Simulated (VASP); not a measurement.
# Sn8O7 (a cell with a defect) in VASP: relaxation of the atoms with PBE

Aim: the relaxation of the atoms of Sn8O7 (a cell with a defect) with PBE.

Everything below comes from runs of VASP 6.6.1. Logs are shortened: lines on timing, memory, paths and dates and some standing lists are left out, and cuts for length are marked.

## 1. Starting point

The cell holds a defect, 15 atoms: a = 7.433 Å, b = 7.433 Å, c = 7.433 Å, α = 94.74°, β = 117.30°, γ = 117.30°.

## 2. Relaxation of the atoms, PBE

File INCAR:

```
ALGO = Normal
EDIFF = 1E-6
EDIFFG = -0.025
ENCUT = 450
GGA = PE
IBRION = 2
ICORELEVEL = 1
ISIF = 2
ISMEAR = 0
ISYM = 0
KPAR = 4
LASPH = True
LCHARG = False
LREAL = Auto
LWAVE = False
NELM = 80
NSW = 70
PREC = Normal
SIGMA = 0.02
```

File KPOINTS:

```
k-points
0
Monkhorst-Pack
  4 4 4
```

File POSCAR:

```
Sn8O7
1.0
    3.8672150000      3.8672150000     -5.0343680000
   -3.8672150000      3.8672150000      5.0343680000
    3.8672150000     -3.8672150000      5.0343680000
Sn O
8 7
Direct
    0.2285819400      0.1091976300      0.3458023300
    0.2500000000      0.6154760000      0.8654760000
    0.7500000000      0.6154760000      0.3654760000
    0.7623505900      0.1142567400      0.8800676800
    0.2500000000      0.6345240000      0.3845240000
    0.2567457000      0.1338852900      0.8895529700
    0.7500000000      0.1345240000      0.3845240000
    0.7511925700      0.6385356700      0.8846089400
    0.0000000000      0.5000000000      0.5000000000
    0.5000000000      0.5000000000      0.0000000000
    0.5000000000      0.0000000000      0.5000000000
    0.5000000000      0.2500000000      0.2500000000
    0.5000000000      0.7500000000      0.7500000000
    0.0000000000      0.7500000000      0.2500000000
    0.0000000000      0.2500000000      0.7500000000
```

Potentials or basis: VASP PAW PBE potentials, release 64 (Sn_d, O).

Run with:

```sh
> cat potpaw_PBE.64/Sn_d/POTCAR potpaw_PBE.64/O/POTCAR > POTCAR
> mpirun -np 4 vasp_std > vasp.out
```

OUTCAR:

```text
EDIFF = 1E-6
   EDIFFG = -0.025
   ENCUT = 450
   GGA = PE
   IBRION = 2
   ISIF = 2
   ISMEAR = 0
   ISYM = 0
   LASPH = True
   LREAL = Auto
   NELM = 80
   NSW = 70
   PREC = Normal

 ion  position               nearest neighbor table
   1  0.229  0.109  0.346-  14 2.22  12 2.28  11 2.36   8 3.47   6 3.51   4 3.62   5 3.63   7 3.67

   2  0.250  0.615  0.865-   9 2.26  10 2.26  13 2.26  15 2.26   8 3.59   5 3.59   7 3.59   6 3.62

   3  0.750  0.615  0.365-   9 2.26  10 2.26  14 2.26  12 2.26   6 3.57   5 3.59   7 3.59   8 3.60

   4  0.762  0.114  0.880-  13 2.25  15 2.27  11 2.35   8 3.50   6 3.58   1 3.62   5 3.65   7 3.66

   5  0.250  0.635  0.385-   9 2.26  13 2.26  14 2.26  11 2.26   3 3.59   2 3.59   1 3.63   4 3.65

   6  0.257  0.134  0.890-  12 2.22  10 2.26  15 2.30   1 3.51   3 3.57   4 3.58   2 3.62
   7  0.750  0.135  0.385-  11 2.26  12 2.26  15 2.26   9 2.26   2 3.59   3 3.59   4 3.66   1 3.67

   8  0.751  0.639  0.885-  13 2.24  14 2.26  10 2.27   1 3.47   4 3.50   2 3.59   3 3.60
   9  0.000  0.500  0.500-   2 2.26   3 2.26   5 2.26   7 2.26
  10  0.500  0.500  0.000-   2 2.26   3 2.26   6 2.26   8 2.27
  11  0.500  0.000  0.500-   7 2.26   5 2.26   4 2.35   1 2.36
  12  0.500  0.250  0.250-   6 2.22   7 2.26   3 2.26   1 2.28
  13  0.500  0.750  0.750-   8 2.24   4 2.25   5 2.26   2 2.26
  14  0.000  0.750  0.250-   1 2.22   3 2.26   5 2.26   8 2.26
  15  0.000  0.250  0.750-   7 2.26   2 2.26   4 2.27   6 2.30

IMPORTANT INFORMATION: All symmetrisations will be switched off!
NOSYMM: (Re-)initialisation of all symmetry stuff for point group C_1.

----------------------------------------------------------------------------------------

                                     Primitive cell

  volume of cell :     301.1630

  direct lattice vectors                    reciprocal lattice vectors
     3.867215000  3.867215000 -5.034368000     0.129292010  0.129292010  0.000000000
    -3.867215000  3.867215000  5.034368000     0.000000000  0.129292010  0.099317332
     3.867215000 -3.867215000  5.034368000     0.129292010  0.000000000  0.099317332

  length of vectors
     7.433408698  7.433408698  7.433408698     0.182846514  0.163034832  0.163034832

  position of ions in fractional coordinates (direct lattice)
     0.228581940  0.109197630  0.345802330
     0.250000000  0.615476000  0.865476000
     0.750000000  0.615476000  0.365476000
     0.762350590  0.114256740  0.880067680
     0.250000000  0.634524000  0.384524000
     0.256745700  0.133885290  0.889552970
     0.750000000  0.134524000  0.384524000
     0.751192570  0.638535670  0.884608940
     0.000000000  0.500000000  0.500000000
     0.500000000  0.500000000  0.000000000
     0.500000000  0.000000000  0.500000000
     0.500000000  0.250000000  0.250000000
     0.500000000  0.750000000  0.750000000
     0.000000000  0.750000000  0.250000000
     0.000000000  0.250000000  0.750000000

  ion indices of the primitive-cell ions
   primitive index   ion index
                 1           1
                 2           2
                 3           3
                 4           4
                 5           5
                 6           6
                 7           7
                 8           8
                 9           9
                10          10
                11          11
                12          12
                13          13
                14          14
                15          15

----------------------------------------------------------------------------------------

 KPOINTS: k-points

Automatic generation of k-mesh.
 Grid dimensions read from file:
 generate k-points for:    4    4    4

 Generating k-lattice:

  Cartesian coordinates                     Fractional coordinates (reciprocal lattice)
     0.032323002  0.032323002  0.000000000     0.250000000  0.000000000  0.000000000
     0.000000000  0.032323002  0.024829333     0.000000000  0.250000000 -0.000000000
     0.032323002  0.000000000  0.024829333     0.000000000 -0.000000000  0.250000000

  Length of vectors
     0.045711628  0.040758708  0.040758708

  Shift w.r.t. Gamma in fractional coordinates (k-lattice)
     0.500000000  0.500000000  0.500000000

[... 43 lines left out ...]
   ICHARG =      2    charge: 1-file 2-atom 10-const
   ISPIN  =      1    spin polarized calculation?
   LNONCOLLINEAR =      F non collinear calculations
   LSORBIT =      F    spin-orbit coupling
   LASPH  =      T    aspherical Exc in radial PAW
   ENCUT  =  450.0 eV  33.07 Ry    5.75 a.u.  12.86 12.86 12.86*2*pi/ulx,y,z
   NELM   =     80;   NELMIN=  2; NELMDL= -5     # of ELM steps
   EDIFF  = 0.1E-05   stopping-criterion for ELM
   LREAL  =      T    real-space projection
   EDIFFG = -.3E-01   stopping-criterion for IOM
   NSW    =     70    number of steps for IOM
   IBRION =      2    ionic relax: 0-MD 1-quasi-New 2-CG
   NFREE  =      1    steps in history (QN), initial steepest desc. (CG)
   ISIF   =      2    stress and relaxation
   ISYM   =      0    0-nonsym 1-usesym 2-fastsym
   POTIM  = 0.5000    time-step for ionic-motion
   TEBEG  =    0.0;   TEEND  =   0.0 temperature during run
   PSTRESS=    0.0 pullay stress
   NELECT =     154.0000    total number of electrons
   NUPDOWN=      -1.0000    fix difference up-down
   EMIN   =  10.00;   EMAX   =-10.00  energy-range for DOS
   EFERMI =   0.00;   METHOD = LEGACY
   ISMEAR =     0;   SIGMA  =   0.02  broadening in eV -4-tet -1-fermi 0-gaus
   EFERMI_NEDOS =   21; number of points for ismear=-14 and -15
   IALGO  =     38    algorithm
   IMIX   =      4    mixing-type and parameters
     AMIX     =   0.40;   BMIX     =  1.00
     AMIX_MAG =   1.60;   BMIX_MAG =  1.00
  volume/ion in A,a.u.               =      20.08       135.49
  Fermi-wavevector in a.u.,A,eV,Ry     =   1.309125  2.473888 23.317787  1.713809
  Thomas-Fermi vector in A             =   2.439745
   LORBIT       =      0    0 simple, 1 ext, 2 COOP (PROOUT), +10 PAW based schemes
   GGA     = PE    functional components
   LHFCALC =     F    Hartree Fock is set to
   AEXX    =    0.0000 exact exchange contribution
   IVDW    =     0    specifies the selected vdW correction
   LEPSILON=     F    determine dielectric tensor
   LRPA    =     F    only Hartree local field effects (RPA)
 conjugate gradient relaxation of ions
 non-spin polarized calculation
 Gauss-broadening in eV      SIGMA  =   0.02
  energy-cutoff  :      450.00
  volume of cell :      301.16
 maximum number of plane-waves:      6550
   NGX = 25   NGY = 25   NGZ = 25

--------------------------------------- Ionic step        1  -------------------------------------------

 number of electron     154.0000016 magnetization

 Free energy of the ion-electron system (eV)
  ---------------------------------------------------
  ext. energy  EPLUGINS =         0.00000000
  ---------------------------------------------------
  free energy    TOTEN  =       -82.09475684 eV

  energy without entropy =      -82.09418649  energy(sigma->0) =      -82.09447166

------------------------ aborting loop because EDIFF is reached ----------------------------------------

  FORCE on cell =-STRESS in cart. coord.  units (eV):
  Direction    XX          YY          ZZ          XY          YZ          ZX
  --------------------------------------------------------------------------------------
  -------------------------------------------------------------------------------------
  Total       -2.6329363     -2.1202481     -1.7572196      0.0427872      0.2264711      0.1653501
  in kB      -14.0071359    -11.2796516     -9.3483513      0.2276266      1.2048192      0.8796574
  external PRESSURE =     -11.5450463 kB  Pullay stress =       0.0000000 kB
[... 128 lines left out ...]
  FREE ENERGIE OF THE ION-ELECTRON SYSTEM (eV)
  ---------------------------------------------------
  free  energy   TOTEN  =       -82.1424958253 eV

  energy  without entropy=      -82.1415493185  energy(sigma->0) =      -82.14202257

[... ionic steps 4 to 12 ...]

--------------------------------------- Ionic step       13  -------------------------------------------

 number of electron     153.9999976 magnetization

------------------------ aborting loop because EDIFF is reached ----------------------------------------
[... 93 lines left out ...]
--------------------------------------- Ionic step       15  -------------------------------------------

 number of electron     153.9999997 magnetization

 Free energy of the ion-electron system (eV)
  ---------------------------------------------------
  ext. energy  EPLUGINS =         0.00000000
  ---------------------------------------------------
  free energy    TOTEN  =       -82.16778641 eV

  energy without entropy =      -82.16710135  energy(sigma->0) =      -82.16744388

 the core state eigenenergies are
   1-  1s -28996.7181  2s  -4368.1659  2p  -3919.7904  3s   -834.4078  3p   -687.9556
       3d   -462.6646  4s   -123.3508  4p    -79.1345
   2-  1s -28996.6465  2s  -4368.0910  2p  -3919.7152  3s   -834.3472  3p   -687.8949
       3d   -462.6020  4s   -123.3159  4p    -79.1029
   3-  1s -28996.6474  2s  -4368.0918  2p  -3919.7160  3s   -834.3480  3p   -687.8957
       3d   -462.6028  4s   -123.3166  4p    -79.1037
   4-  1s -28996.7258  2s  -4368.1733  2p  -3919.7978  3s   -834.4157  3p   -687.9635
       3d   -462.6725  4s   -123.3595  4p    -79.1432
   5-  1s -28996.6446  2s  -4368.0891  2p  -3919.7133  3s   -834.3453  3p   -687.8930
       3d   -462.6000  4s   -123.3139  4p    -79.1010
   6-  1s -28996.7312  2s  -4368.1787  2p  -3919.8032  3s   -834.4217  3p   -687.9695
       3d   -462.6784  4s   -123.3664  4p    -79.1503
   7-  1s -28996.6468  2s  -4368.0912  2p  -3919.7154  3s   -834.3473  3p   -687.8950
       3d   -462.6021  4s   -123.3159  4p    -79.1029
   8-  1s -28996.7198  2s  -4368.1677  2p  -3919.7922  3s   -834.4096  3p   -687.9574
       3d   -462.6664  4s   -123.3526  4p    -79.1363
   9-  1s   -500.2210
  10-  1s   -500.2396
  11-  1s   -500.2311
  12-  1s   -500.3293
  13-  1s   -500.3278
  14-  1s   -500.3267
  15-  1s   -500.3307

 E-fermi :   6.7861     XC(G=0):  -9.7578

 val. band max:        6.7827120844   @ k =  -0.3750  -0.3750   0.3750
 cond. band min:       6.7895260877   @ k =   0.3750  -0.3750   0.3750
 fundamental gap:      0.0068140033
 Fermi energy:         6.7861190860

 k-point     1 :       0.1250    0.1250    0.1250
  band No.  band energies     occupation
      1     -15.7046      2.00000
      2     -15.6824      2.00000
      3     -15.6703      2.00000
      4     -15.6458      2.00000
      5     -15.5954      2.00000
      6     -15.5641      2.00000
[... 2197 lines left out ...]
     88      10.6430      0.00000
     89      10.6540      0.00000

 [... further k-points ...]

 [bands above 89 left out]

------------------------ aborting loop because EDIFF is reached ----------------------------------------

  FORCE on cell =-STRESS in cart. coord.  units (eV):
  Direction    XX          YY          ZZ          XY          YZ          ZX
  --------------------------------------------------------------------------------------
  -------------------------------------------------------------------------------------
  Total       -2.7463962     -2.6011239     -1.9755948     -0.0047918     -0.0120478     -0.0020448
  in kB      -14.6107394    -13.8378953    -10.5101006     -0.0254923     -0.0640938     -0.0108780
  external PRESSURE =     -12.9862451 kB  Pullay stress =       0.0000000 kB
[... 30 lines left out ...]
  FREE ENERGIE OF THE ION-ELECTRON SYSTEM (eV)
  ---------------------------------------------------
  free  energy   TOTEN  =       -82.1677864131 eV

  energy  without entropy=      -82.1671013474  energy(sigma->0) =      -82.16744388

 reached required accuracy - stopping structural energy minimisation
```

It took 15 min on 4 MPI ranks of Intel Xeon Platinum 8488C (Sapphire Rapids), shared host; peak memory 0.6 GiB.

Results:

| Item | Value |
| --- | --- |
| Free energy | -82.1678 eV |
| Energy gained by relaxing | 4.9 meV/atom |
| Ionic steps | 15 |
| Largest force after relaxing | 0.016 eV/Å |

Forces in eV/Å, atoms in the order of the input:
```
Sn  -0.003  0.006  0.013
Sn   0.008  0.006 -0.010
Sn  -0.011 -0.006 -0.010
Sn   0.004 -0.001  0.009
Sn  -0.004  0.008  0.012
Sn  -0.001 -0.011  0.000
Sn   0.004 -0.006  0.010
Sn  -0.005  0.008 -0.006
O    0.003 -0.005 -0.004
O    0.002 -0.001 -0.004
O    0.000  0.003  0.010
O    0.007  0.005 -0.003
O   -0.008 -0.004 -0.003
O    0.012  0.000 -0.005
O   -0.008 -0.002 -0.009
```

Step by step:
```
step  energy change (eV)  largest force (eV/Å)  pressure (GPa)
   1              0.0000                0.4966           -1.15
   2             -0.0388                0.2813           -1.05
   3             -0.0477                0.1952           -0.96
   4             -0.0478                0.1854           -0.95
   5             -0.0566                0.1524           -1.06
   6             -0.0642                0.1094           -1.21
   7             -0.0611                0.1669           -1.46
   8             -0.0658                0.1047           -1.30
   9             -0.0695                0.0463           -1.23
  10             -0.0699                0.0551           -1.19
  11             -0.0710                0.0416           -1.27
  12             -0.0714                0.0422           -1.32
  13             -0.0722                0.0327           -1.30
  14             -0.0724                0.0265           -1.29
  15             -0.0730                0.0161           -1.30
```

Final structure:
```cif
data_structure
_symmetry_space_group_name_H-M 'P 1'
_symmetry_Int_Tables_number 1
_cell_length_a 7.4334
_cell_length_b 7.4334
_cell_length_c 7.4334
_cell_angle_alpha 94.740
_cell_angle_beta 117.302
_cell_angle_gamma 117.302
_cell_volume 301.16
loop_
_atom_site_label
_atom_site_type_symbol
_atom_site_fract_x
_atom_site_fract_y
_atom_site_fract_z
_atom_site_occupancy
Sn1 Sn 0.24503 0.11684 0.36278 1
Sn2 Sn 0.25265 0.61377 0.86781 1
Sn3 Sn 0.74680 0.61400 0.36163 1
Sn4 Sn 0.75301 0.11779 0.87132 1
Sn5 Sn 0.25323 0.63834 0.38615 1
Sn6 Sn 0.24866 0.12958 0.88153 1
Sn7 Sn 0.74654 0.13185 0.38568 1
Sn8 Sn 0.75422 0.63649 0.88263 1
O1 O 0.99962 0.49926 0.50083 1
O2 O 0.50021 0.49518 0.99448 1
O3 O 0.49980 0.00495 0.50441 1
O4 O 0.49666 0.24818 0.24737 1
O5 O 0.50236 0.75177 0.75146 1
O6 O 0.99974 0.75031 0.24949 1
O7 O 0.00034 0.24756 0.75247 1
```

Core levels (eV, on the scale of the bands):
```tsv
atom	levels
1 Sn	1s -28996.7, 2s -4368.2, 2p -3919.8, 3s -834.4, 3p -688.0, 3d -462.7, 4s -123.4, 4p -79.1
2 Sn	1s -28996.6, 2s -4368.1, 2p -3919.7, 3s -834.3, 3p -687.9, 3d -462.6, 4s -123.3, 4p -79.1
3 Sn	1s -28996.6, 2s -4368.1, 2p -3919.7, 3s -834.3, 3p -687.9, 3d -462.6, 4s -123.3, 4p -79.1
4 Sn	1s -28996.7, 2s -4368.2, 2p -3919.8, 3s -834.4, 3p -688.0, 3d -462.7, 4s -123.4, 4p -79.1
5 Sn	1s -28996.6, 2s -4368.1, 2p -3919.7, 3s -834.3, 3p -687.9, 3d -462.6, 4s -123.3, 4p -79.1
6 Sn	1s -28996.7, 2s -4368.2, 2p -3919.8, 3s -834.4, 3p -688.0, 3d -462.7, 4s -123.4, 4p -79.2
```

Caveat: the cutoff is under 1.25 times the usual one of these potentials, so pressure, stress and relaxed cells hold a basis-set (Pulay) error.
